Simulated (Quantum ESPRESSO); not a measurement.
# CuO: equation of state with PBEsol

Crystal: CuO.

```
Cu O
1.0
     2.87950    0.00000    0.00000
     0.03907    2.87928    0.00000
     0.01750    0.01724    5.17634
Cu O
2 2
Direct
  0.00000 0.50000 0.00000
  0.50000 0.00000 0.50000
  0.99842 0.00167 0.74989
  0.00158 0.99833 0.25011
```

The cell comes from a database or a generator and needn't be the stable form of this composition.

```
Program             : Quantum ESPRESSO 7.5
Task                : equation of state
Functional          : PBEsol
Potentials or basis : GBRV 1.5 PBEsol
Cutoff              : 762 eV
Density cutoff      : 6095 eV
k mesh              : 9 × 9 × 5
Occupations         : fermi-dirac, width 0.05 eV
Spin                : no spin polarisation
Mixing beta         : 0.5
Most SCF iterations : 120
SCF threshold       : 8e-10 Ry
```

```
Equilibrium volume                        : 10.67 Å³/atom
Bulk modulus at fixed shape and positions : 175 GPa
Pressure derivative of the bulk modulus   : 4.7
```

Energy against volume, from the lowest point:
| volume (Å³/atom) | energy (meV/atom) |
| --- | --- |
| 10.085 | 18.97 |
| 10.300 | 7.12 |
| 10.515 | 1.01 |
| 10.729 | 0.00 |
| 10.944 | 3.55 |
| 11.158 | 11.17 |
| 11.373 | 22.41 |

All runs of the series together: 16 min on 2 threads of Arm Neoverse V2, on a shared host.

Caveat: the cell was scaled at fixed shape and fractional positions, which overstates the stiffness of a crystal with free parameters, most of all of layers and chains; the run has no spin polarisation, though such a crystal can be magnetic.
